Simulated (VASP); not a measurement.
Runs of VASP 6.6.1 on ZrB2. It takes space group P6/mmm (No. 191, hexagonal). Conventional cell: a = 3.170 Å, b = 3.170 Å, c = 3.533 Å, α = 90.00°, β = 90.00°, γ = 120.00°. Zr (site symmetry 6/mmm) is surrounded by 12 B at 2.54 Å. B (site symmetry -6m2) is surrounded by 3 B at 1.83 Å. 

```tsv
level	spin	U	cell	k mesh	smearing	gap on the mesh (eV)	pressure (GPa)	moment (μB)
r2SCAN+D3(BJ)+U	off	Zr d U = 4.0 eV	as given	10 × 10 × 8	gaussian 0.01 eV	none	7.4	-
PBE	off	-	as given	10 × 10 × 8	fermi-dirac 0.05 eV	none	0.9	-
BLYP+D3(BJ)	collinear, typed start	-	atoms moved at random, drawn with an rms of 0.05 Å	7 × 7 × 6	gaussian 0.02 eV	none	(a)	0.00
PBE	off	-	volume scaled by 1.04	10 × 10 × 8	fermi-dirac 0.05 eV	none	-7.9	-
PBE	off	-	volume scaled by 1.02	10 × 10 × 8	fermi-dirac 0.05 eV	none	(b)	-
revPBE+D4	non-collinear, zero start, SOC	-	as given	10 × 10 × 8	methfessel-paxton 0.1 eV	-	-7.3	0.00
```

Alike in all rows: task single point; potentials or basis VASP PAW PBE potentials, release 64 (Zr_sv, B); cutoff (eV) 520.

Estimate the missing entries.

(a) -6.1; (b) -3.7.

Caveats: the PAW data sets were made with another functional, which shifts forces and pressure a little (some runs); pairwise dispersion overbinds metals, which lowers pressure and volume (some runs); U without spin polarisation on a metal has little footing (some runs); the U is typed as a test and isn't derived for this compound (some runs).

A k mesh can miss the band edges, and rows without SOC leave out spin-orbit coupling on Zr.

A gap of «none» marks a metal or a gap under the smearing width.
